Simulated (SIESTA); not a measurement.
Runs of SIESTA 5.4.2 on As. Symmetry: R-3m, No. 166, trigonal system. The conventional cell has a = 3.762 Å, b = 3.762 Å, c = 10.542 Å, α = 90.00°, β = 90.00°, γ = 120.00°. Around As (site symmetry 3m) lie 3 As at 2.51 Å. 

```tsv
task	level	potentials or basis	spin	cell	k mesh	broadening (eV)	window from (eV)	window to (eV)	energy points	k mesh for the DOS	grid cutoff	energy shift	other keys	gap on the mesh (eV)	pressure (GPa)	largest force (eV/Å)
density of states	APBE	SPMS 1.0 NC or PseudoDojo by element (PBE files), SZ (energy shift 0.01 Ry)	off	atoms moved at random, drawn with an rms of 0.15 Å	9 × 9 × 9	0.05 eV	-15 eV	5 eV	201	14 × 14 × 14	500 Ry	0.01 Ry	-	none	13.0	2.58
single point	PBE	PseudoDojo 0.4 standard (PBE files), DZP (energy shift 0.002 Ry)	off	atoms moved at random, drawn with an rms of 0.05 Å	9 × 9 × 9	-	-	-	-	-	500 Ry	0.002 Ry	-	none	9.2	1.27
single point	PBE	PseudoDojo 0.4 standard (PBE files), DZP (energy shift 0.002 Ry)	off	as given	9 × 9 × 9	-	-	-	-	-	500 Ry	0.002 Ry	-	none	8.5	(a)
density of states	PW86PBE	SG15 1.2 NC or PseudoDojo by element (PBE files), DZP (energy shift 0.002 Ry)	off	atoms moved at random, drawn with an rms of 0.15 Å	9 × 9 × 9	0.05 eV	-25 eV	15 eV	201	14 × 14 × 14	500 Ry	0.002 Ry	-	none	6.8	1.14
```

Alike in all rows: smearing fermi-dirac 0.05 eV.

Question: Fill in the values left out.

Answer: (a) 0.99.

Caveats: the basis of atomic orbitals isn't converged, which shifts pressures, moduli and gaps; semicore shells carry a single zeta, which can move pressures by several GPa and volumes by a few percent (some runs); the potentials were made for another functional, which shifts forces and pressure (some runs); the basis has no polarisation orbitals (some runs).

A k mesh can miss the band edges, and the runs leave out spin-orbit coupling on As.

A gap of «none» marks a metal or a gap under the smearing width.

The runs don't all hold the same shells in valence.
